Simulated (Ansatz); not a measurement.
**Orbital-resolved density of states of TaN**

```
CELL_PARAMETERS angstrom
5.18500 0.00000 0.00000
-2.59250 4.49034 0.00000
0.00000 0.00000 2.90800
ATOMIC_POSITIONS crystal
Ta 0.00000 0.00000 0.00000
Ta 0.33333 0.66667 0.50000
Ta 0.66667 0.33333 0.50000
N 0.50000 0.00000 0.00000
N 0.50000 0.50000 0.00000
N 0.00000 0.50000 0.00000
```

Atom numbers follow the list: Ta1, Ta2, Ta3, N4, N5, N6.

The cell comes from COD entry 1539256, which wasn't checked; take it as a given geometry.

No spin–orbit coupling, which matters for the heavy atoms here.

Method: DFT, PBE, all-electron LAPW, scalar-relativistic in Ansatz 0.2.0.

Sampling and basis: a Γ-centred 5×5×8 k mesh, Fermi–Dirac smearing of 0.03 eV, basis error target 0.5 meV/atom, no spin polarisation.

States per eV for one atom of each kind, in 0.4 eV bins named by their centres, from the Fermi level, projected on a minimal set of Löwdin-orthogonalised atomic shells; orbitals are real harmonics on the Cartesian axes, equal curves share a column, and empty bins are left out, as is all above 7.0 eV, near the top of the computed bands.

Ta1 5d:

```
# E all dz2 dxz=dyz dx2-y2=dxy
-8.7 0.08 0.01 0.02 0.02
-8.3 0.12 0.01 0.03 0.02
-7.9 0.14 0.01 0.02 0.04
-7.5 0.10 0.01 0.01 0.03
-7.1 0.11 0.00 0.01 0.04
-6.7 0.11 0.00 0.01 0.04
-6.3 0.15 0.00 0.02 0.05
-5.9 0.18 0.02 0.02 0.06
-5.5 0.19 0.06 0.03 0.04
-5.1 0.19 0.02 0.03 0.05
-4.7 0.24 0.01 0.07 0.04
-4.3 0.31 0.02 0.09 0.06
-3.9 0.36 0.05 0.06 0.10
-3.5 0.51 0.22 0.03 0.11
-3.1 0.40 0.09 0.12 0.03
-2.7 0.79 0.35 0.20 0.03
-2.3 0.82 0.24 0.27 0.02
-1.9 0.69 0.35 0.15 0.02
-1.5 0.47 0.15 0.15 0.01
-1.1 1.13 0.27 0.38 0.05
-0.7 1.57 0.10 0.43 0.31
-0.3 0.54 0.05 0.09 0.16
0.1 0.25 0.03 0.03 0.08
0.5 0.76 0.13 0.09 0.23
0.9 1.71 0.19 0.35 0.41
1.3 1.37 0.11 0.26 0.37
1.7 1.15 0.12 0.17 0.35
2.1 1.18 0.24 0.26 0.22
2.5 1.91 0.30 0.40 0.40
2.9 2.20 0.32 0.33 0.61
3.3 1.53 0.25 0.27 0.36
3.7 1.35 0.27 0.29 0.25
4.1 0.75 0.32 0.12 0.10
4.5 0.28 0.13 0.04 0.03
4.9 0.18 0.08 0.03 0.02
5.3 0.12 0.04 0.02 0.02
5.7 0.09 0.03 0.01 0.01
6.1 0.04 0.01 0.01 0.01
6.5 0.04 0.01 0.01 0.01
```

Ta2 5d:

```
# E all dz2 dxz=dyz dx2-y2=dxy
-9.9 0.01 0.01 0.00 0.00
-9.5 0.03 0.03 0.00 0.00
-9.1 0.05 0.04 0.00 0.00
-8.7 0.32 0.12 0.04 0.06
-8.3 0.34 0.08 0.06 0.07
-7.9 0.60 0.09 0.15 0.10
-7.5 0.37 0.03 0.11 0.06
-7.1 0.53 0.04 0.11 0.14
-6.7 0.68 0.12 0.08 0.20
-6.3 0.83 0.16 0.22 0.11
-5.9 0.59 0.22 0.12 0.06
-5.5 0.43 0.21 0.07 0.04
-5.1 0.19 0.04 0.04 0.04
-4.7 0.24 0.01 0.05 0.06
-4.3 0.24 0.01 0.04 0.07
-3.9 0.19 0.01 0.04 0.06
-3.5 0.15 0.01 0.03 0.04
-3.1 0.09 0.01 0.00 0.04
-2.7 0.12 0.02 0.00 0.05
-2.3 0.22 0.03 0.00 0.09
-1.9 0.26 0.06 0.00 0.10
-1.5 0.18 0.09 0.00 0.05
-1.1 0.36 0.21 0.00 0.07
-0.7 0.46 0.23 0.00 0.11
-0.3 0.17 0.10 0.00 0.04
0.1 0.08 0.03 0.00 0.02
0.5 0.20 0.07 0.01 0.06
0.9 0.58 0.18 0.06 0.14
1.3 0.71 0.18 0.07 0.19
1.7 0.73 0.13 0.06 0.25
2.1 1.06 0.16 0.08 0.37
2.5 1.35 0.24 0.07 0.48
2.9 1.41 0.21 0.16 0.44
3.3 1.29 0.29 0.12 0.38
3.7 1.89 0.69 0.17 0.42
4.1 0.92 0.33 0.18 0.12
4.5 0.44 0.07 0.14 0.04
4.9 0.48 0.03 0.19 0.03
5.3 0.64 0.02 0.28 0.03
5.7 0.79 0.01 0.36 0.03
6.1 0.41 0.01 0.18 0.02
6.5 0.39 0.02 0.17 0.01
```

N4 2p:

```
# E all pz px py
-9.9 0.01 0.00 0.00 0.01
-9.5 0.04 0.00 0.00 0.04
-9.1 0.07 0.00 0.01 0.06
-8.7 0.44 0.13 0.14 0.17
-8.3 0.48 0.19 0.14 0.15
-7.9 0.77 0.17 0.29 0.31
-7.5 0.46 0.11 0.19 0.15
-7.1 0.65 0.23 0.27 0.14
-6.7 0.89 0.51 0.17 0.21
-6.3 1.13 0.59 0.13 0.41
-5.9 0.89 0.47 0.14 0.27
-5.5 0.59 0.25 0.16 0.17
-5.1 0.43 0.13 0.18 0.11
-4.7 0.51 0.13 0.23 0.16
-4.3 0.52 0.05 0.28 0.19
-3.9 0.52 0.02 0.25 0.25
-3.5 0.52 0.05 0.26 0.20
-3.1 0.29 0.03 0.11 0.14
-2.7 0.23 0.04 0.12 0.07
-2.3 0.16 0.04 0.10 0.02
-1.9 0.12 0.04 0.06 0.01
-1.5 0.07 0.01 0.02 0.04
-1.1 0.17 0.05 0.04 0.07
-0.7 0.16 0.08 0.03 0.05
-0.3 0.04 0.02 0.01 0.01
0.1 0.02 0.01 0.01 0.00
0.5 0.06 0.01 0.04 0.01
0.9 0.13 0.02 0.08 0.03
1.3 0.13 0.03 0.07 0.03
1.7 0.15 0.04 0.09 0.02
2.1 0.17 0.04 0.10 0.03
2.5 0.25 0.08 0.13 0.05
2.9 0.31 0.09 0.17 0.05
3.3 0.29 0.09 0.18 0.03
3.7 0.34 0.12 0.13 0.09
4.1 0.18 0.05 0.08 0.05
4.5 0.12 0.02 0.06 0.04
4.9 0.12 0.02 0.05 0.05
5.3 0.18 0.05 0.06 0.07
5.7 0.25 0.08 0.07 0.10
6.1 0.13 0.05 0.03 0.04
6.5 0.13 0.07 0.03 0.03
```

Ta1 6s:

```
# E all
-9.1 0.01
-8.7 0.13
-8.3 0.08
-7.9 0.10
-7.5 0.03
-7.1 0.01
-6.7 0.03
-6.3 0.04
-5.9 0.10
-5.5 0.13
-5.1 0.05
-4.7 0.03
-4.3 0.01
-3.9 0.02
-3.5 0.07
-3.1 0.04
-2.7 0.11
-2.3 0.11
-1.9 0.18
-1.5 0.02
-1.1 0.02
-0.7 0.04
-0.3 0.04
0.1 0.02
0.5 0.01
0.9 0.02
1.3 0.04
1.7 0.05
2.1 0.10
2.5 0.25
2.9 0.07
3.3 0.10
3.7 0.10
4.1 0.45
4.5 0.47
4.9 0.40
5.3 0.20
5.7 0.06
6.1 0.02
6.5 0.04
```

Ta2 6s:

```
# E all
-9.5 0.01
-9.1 0.01
-8.7 0.07
-8.3 0.09
-7.9 0.06
-7.5 0.02
-7.1 0.03
-6.7 0.04
-6.3 0.01
-5.9 0.02
-5.5 0.03
-5.1 0.01
-4.7 0.01
-4.3 0.01
-3.9 0.01
-3.5 0.01
-2.7 0.01
-2.3 0.01
-1.9 0.01
-1.5 0.02
-1.1 0.05
-0.7 0.06
-0.3 0.02
0.5 0.01
0.9 0.02
1.3 0.01
1.7 0.01
2.1 0.02
2.5 0.03
2.9 0.02
3.3 0.03
3.7 0.10
4.1 0.05
4.5 0.02
4.9 0.03
5.3 0.05
5.7 0.06
6.1 0.04
6.5 0.06
```

N4 2s:

```
# E all
-8.7 0.01
-8.3 0.01
-7.9 0.03
-7.5 0.01
-7.1 0.01
-6.7 0.02
-6.3 0.01
-5.9 0.01
-5.5 0.01
-5.1 0.01
-4.7 0.01
-4.3 0.01
-3.9 0.01
-3.5 0.01
-2.3 0.01
-1.9 0.01
-1.5 0.01
-1.1 0.01
-0.7 0.02
-0.3 0.01
0.5 0.01
0.9 0.05
1.3 0.03
1.7 0.03
2.1 0.05
2.5 0.09
2.9 0.07
3.3 0.08
3.7 0.09
4.1 0.06
4.5 0.05
4.9 0.07
5.3 0.09
5.7 0.09
6.1 0.05
6.5 0.05
```
